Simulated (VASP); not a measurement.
Here is the system:

```
CELL_PARAMETERS angstrom
      0.00000     3.06616     3.06616
      3.06616     0.00000     3.06616
      3.06616     3.06616     0.00000
ATOMIC_POSITIONS crystal
  Zn 0.00000 0.00000 0.00000
  Te 0.25000 0.25000 0.25000
```

Calculation: PBEsol GGA, VASP's PBE PAW potentials (set 64) (plane waves; VASP). Numerical set-up: 520 eV cut-off, 8×8×8 Γ-centred mesh, Gaussian smearing of 0.050 eV, potentials Zn Te.

Unless said otherwise, spin-orbit coupling is left out, though it shifts the bands of the heavy elements here.

Task: Predict the energy per atom (σ→0), pressure, band gap (on the k-mesh) with the smallest direct gap where there is one.

Result: 
```
Property                                      Value
-----------------------------------  --------------
band gap (on the k-mesh)                    1.09 eV
smallest direct gap (on the k-mesh)         1.09 eV
energy per atom (σ→0)                -2.954 eV/atom
pressure                                 -14.0 kbar
```

The absolute energy has meaning only against runs of the same code, potentials and settings.

The compound is ZnTe in the zinc blende structure. This cell is one point of a volume scan, at 1.03 of the reference volume.
